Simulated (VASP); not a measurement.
# AlN: single point with PBEsol

AlN:

```xyz
2
Lattice="0.0000 2.0345 2.0345 2.0345 0.0000 2.0345 2.0345 2.0345 0.0000" Properties=species:S:1:pos:R:3 pbc="T T T"
Al    2.0345    2.0795    2.0345
N     0.0000    0.0000    0.0000
```

Measurements of this composition are mostly on another form, of space group No. 186.

The cell isn't the ideal one: one atom moved.

```
Program             : VASP 6.6.1
Task                : single point
Functional          : PBEsol
Potentials or basis : VASP PAW PBE potentials, release 64 (Al, N)
Cutoff              : 520 eV
k mesh              : 10 × 10 × 10
Occupations         : gaussian, width 0.02 eV
Spin                : no spin polarisation
```

- Pressure: -4.3 GPa
- Largest force: 0.305 eV/Å
- Band gap on the k mesh: 4.37 eV, indirect (least direct gap 5.39 eV)

Forces on the atoms (eV/Å):
```
Al   0.000 -0.305  0.000
N    0.000  0.305  0.000
```

Stress tensor (GPa, compression positive):
```
-4.67  0.00  0.00
 0.00 -3.51  0.00
 0.00  0.00 -4.67
```

Levels at points of the mesh, in eV from the valence-band top:
| k point | band 1 | band 2 | band 3 | band 4 | band 5 | band 6 | band 7 | band 8 | band 9 |
| --- | --- | --- | --- | --- | --- | --- | --- | --- | --- |
| (0.00, 0.00, 0.00) | -17.38 | -0.01 | 0.00 | 0.00 | 5.39 | 11.97 | 11.97 | 11.97 | 16.99 |
| (0.50, 0.00, 0.00) | -14.15 | -8.24 | -1.06 | -1.05 | 5.92 | 10.74 | 10.75 | 12.99 | 15.75 |
| (0.50, 0.50, 0.00) | -13.18 | -7.32 | -2.77 | -2.77 | 4.37 | 5.17 | 13.74 | 16.87 | 16.87 |
| (0.50, 0.00, 0.50) | -13.18 | -7.32 | -2.77 | -2.77 | 4.37 | 5.17 | 13.73 | 16.87 | 16.87 |

It took 8.6 s on 1 thread of AMD EPYC 9R45 96-Core Processor (Zen 5), with other jobs on the host, peak memory 0.11 GiB.

Caveat: the PAW data sets were made with another functional, which shifts forces and pressure a little. A k mesh can miss the band edges.
